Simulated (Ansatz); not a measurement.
Here is an Ansatz 0.2.0 calculation.

Contents of input.yaml:

```yaml
crystal:
  lattice:
    - [2.67, 0.0, 0.0]
    - [-1.335, 2.3122878281, 0.0]
    - [0.0, 0.0, 4.966]
  atoms:
    - { symbol: Zn, position: [0.6666666667, 0.3333333333, 0.75] }
    - { symbol: Zn, position: [0.3333333333, 0.6666666667, 0.25] }
hamiltonian:
  xc: pbesol
  pseudopotentials: { kind: paw }
kpoints:
  mp_grid: { grid: [11, 11, 6] }
scf:
  occupations: { method: fermi_dirac, width: 0.05 }
output:
  forces: true
  stress: true
  eigenvalues: true
  write_density: true
  write_potential: true
  elf: true
  volumetric_format: npy
relax:
  f_tol: 0.01
  max_steps: 40
  cell: { stress_tol: 0.05, p_target: 30.0 }
```

Potentials or basis: Ansatz PAW.

Run with:

```bash
$ ansatz run input.yaml --threads 2 --pin off --max-ram 5632MiB --backend cpu --events-out ev --progress --plain --runs-dir out
```

**Question.** Estimate the space group after relaxing (to 0.05 Å).

**Answer.** P6_3/mmc (No. 194).

**Question.** Estimate the relaxed volume.

**Answer.** 11.46 Å³/atom.

**Question.** Predict the relaxed cell.

**Answer.** a = 2.514 Å, b = 2.514 Å, c = 4.190 Å, α = 90.00°, β = 90.00°, γ = 120.00°.

Step by step:
| step | energy change (eV) | largest force (eV/Å) | volume (Å³) |
| --- | --- | --- | --- |
| 1 | 0.0000 | 0.0000 | 30.66 |
| 2 | -0.0242 | 0.0000 | 26.94 |
| 3 | 0.1785 | 0.0000 | 24.12 |
| 4 | 0.3819 | 0.0000 | 22.61 |
| 5 | 0.3369 | 0.0000 | 22.79 |
| 6 | 0.2929 | 0.0000 | 23.02 |
| 7 | 0.3115 | 0.0000 | 22.92 |
| 8 | 0.3150 | 0.0000 | 22.92 |

Caveat: the volume moved by over 15 % at a fixed basis, so the end points are rough; the plane-wave basis is chosen anew once the cell has moved, so the energies of steps on either side of that aren't comparable; the PAW data sets come from PBE, with cores solved anew for the run's functional, which leaves a small shift of forces and pressure.
